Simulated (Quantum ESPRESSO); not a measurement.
**MgB2: phonons at points of the zone under several settings**

```
Mg B
1.0
     3.08500    0.00000    0.00000
    -1.54250    2.67169    0.00000
     0.00000    0.00000    3.52300
Mg B
1 2
Cartesian
  0.0000 0.0000 0.0000
  1.5425 0.8906 1.7615
  0.0000 1.7811 1.7615
```

All runs used Quantum ESPRESSO 7.5; potentials PseudoDojo 0.4.1 SR PBEsol standard; k mesh 8 × 8 × 7; relaxed cell; no spin polarisation; cutoff 1143 eV; occupations cold, width 0.2 eV.

| level | point | frequencies (cm⁻¹) |
| --- | --- | --- |
| PBEsol | Γ (0.000, 0.000, 0.000) | 0 0 0 347 347 411 587 587 697 |
| PBEsol | A (0.000, 0.000, 0.500) | ? |
| PBEsol | H (0.333, 0.333, 0.500) | 293 315 315 489 489 657 708 708 756 |
| PBEsol | K (0.333, 0.333, 0.000) | 285 295 295 448 448 651 706 706 783 |

Question: What stands in the row left open?

Answer: Frequencies 249 249 262 262 321 394 543 543 648 cm⁻¹.

Caveats: the mesh is thin for the phonons of a metal; the q point doesn't lie on the k mesh, which can shift a metal's frequencies strongly unless the mesh is converged (some runs); before the sum rule the acoustic modes lie tens of cm⁻¹ from zero, a sign that the density grid also shifts the optical modes (some runs).

For the row left open. Caveat: the mesh is thin for the phonons of a metal; the q point doesn't lie on the k mesh, which can shift a metal's frequencies strongly unless the mesh is converged.
